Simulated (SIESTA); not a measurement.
**WC (Qusongite): elastic constants with PBEsol**

The system is WC (Qusongite).

```
W C
1.0
     2.91540    0.00000    0.00000
    -1.45770    2.52481    0.00000
     0.00000    0.00000    2.83840
W C
1 1
Cartesian
  0.0000 0.0000 0.0000
  1.4577 0.8416 1.4192
```

The cell isn't the ideal one: cell relaxed.

```json
{"Program": "SIESTA 5.4.2", "Task": "elastic constants", "Functional": "PBEsol", "Potentials or basis": "PseudoDojo 0.4 standard (PBEsol files)", "Basis": "DZP (energy shift 0.003 Ry; two zetas on semicore shells)", "Grid cutoff": "800 Ry", "Energy shift": "0.003 Ry", "k mesh": "8 × 8 × 7", "Occupations": "fermi-dirac, width 0.05 eV", "Spin": "no spin polarisation", "force tolerance": "0.005 eV/Å", "Hamiltonian tolerance": "0.0001 eV", "density-matrix tolerance": "1e-05"}
```

- Voigt bulk modulus: 403 GPa

Elastic tensor in Voigt notation (GPa, in the Cartesian axes of the cell as first typed):
```
735 231 173   0   0   0
231 735 173   0   0   0
173 173 999   0   0   0
  0   0   0 324   0   0
  0   0   0   0 324   0
  0   0   0   0   0 250
```

All runs of the series together: 15 min on 1 thread of Intel(R) Xeon(R) 6975P-C (Granite Rapids), on a shared host.

Caveat: short orbitals over semicore shells can move pressures by several GPa; the basis of atomic orbitals isn't converged, which shifts pressures, moduli and gaps. Spin-orbit coupling is left out, which matters for the levels of W.
